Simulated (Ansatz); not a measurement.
RuO2:
```cif
data_O4Ru2
_chemical_formula_sum 'Ru2 O4'
_space_group_name_H-M_alt 'P 1'
_space_group_IT_number 1
_cell_length_a 4.47925
_cell_length_b 4.47925
_cell_length_c 3.10741
_cell_angle_alpha 90.000
_cell_angle_beta 90.000
_cell_angle_gamma 90.000
loop_
_space_group_symop_operation_xyz
  'x, y, z'
loop_
_atom_site_label
_atom_site_type_symbol
_atom_site_fract_x
_atom_site_fract_y
_atom_site_fract_z
_atom_site_occupancy
Ru1 Ru 0.00000 0.00000 0.00000 1
Ru2 Ru 0.50000 0.50000 0.50000 1
O1 O 0.30531 0.30531 0.00000 1
O2 O 0.19469 0.80531 0.50000 1
O3 O 0.69469 0.69469 0.00000 1
O4 O 0.80531 0.19469 0.50000 1
```

This is the r²SCAN-relaxed structure.

Task: All from DFT-r²SCAN in the program Ansatz with PAW potentials, unless another level is named. Estimate the electronic character.

Result: metallic (no gap).

Task: Next, the density of states at the Fermi level?

Result: 0.49 states/eV per atom (mean over ±0.08 eV).

Task: And the formation energy from the elements (no fitted shifts)?

Result: -1.16 eV/atom.

Task: What about the gap with spin–orbit coupling?

Result: none (metallic).

Space group P4_2/mnm (rutile). The cell was relaxed with r²SCAN under the symmetry of its start; of distortions, only those at the zone centre were tested. The run is not spin-polarised. The references are the lowest solids computed at this level, not always the standard phases (solids in place of the gases). Spin–orbit coupling is left out wherever it is not named.

Potentials: the later of the program's two PAW sets.
